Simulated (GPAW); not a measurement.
The system is TiC.

```
CELL_PARAMETERS angstrom
0.00000 2.16572 2.16572
2.16572 0.00000 2.16572
2.16572 2.16572 0.00000
ATOMIC_POSITIONS crystal
Ti 0.00000 0.00000 0.00000
C 0.50000 0.50000 0.50000
```

The cell is a database's computed one.

| Property | Result |
| --- | --- |
| Program | GPAW 26.7.0 |
| Task | relaxation of cell and atoms |
| Functional | PBEsol |
| Potentials or basis | PAW data sets generated in the run's folder for this functional |
| Cutoff | 800 eV |
| Basis | pw |
| k mesh | 11 × 11 × 11 |
| Occupations | fermi-dirac, width 0.05 eV |
| Spin | no spin polarisation |

At the start: pressure -5.9 GPa; volume 10.16 Å³/atom.

Question: How do energy, volume and symmetry change on relaxing?

Answer: Over 3 steps the energy falls by 3.4 meV/atom and the volume is 9.93 Å³/atom (-2.3 %); space group Fm-3m (No. 225, to 0.05 Å).

Step by step:
| step | energy change (eV) | largest force (eV/Å) | pressure (GPa) | volume (Å³) |
| --- | --- | --- | --- | --- |
| 1 | 0.0000 | 0.0000 | -5.85 | 20.32 |
| 2 | -0.0043 | 0.0000 | -3.87 | 20.16 |
| 3 | -0.0069 | 0.0000 | 0.09 | 19.85 |

Final structure:
```yaml
crystal:
  lattice:
    - [0.00000, 2.14910, 2.14910]
    - [2.14910, 0.00000, 2.14910]
    - [2.14910, 2.14910, 0.00000]
  atoms:
    - { symbol: Ti, position: [0.00000, 0.00000, 0.00000] }
    - { symbol: C, position: [0.50000, 0.50000, 0.50000] }
```

Caveat: later steps reuse the first step's grids.
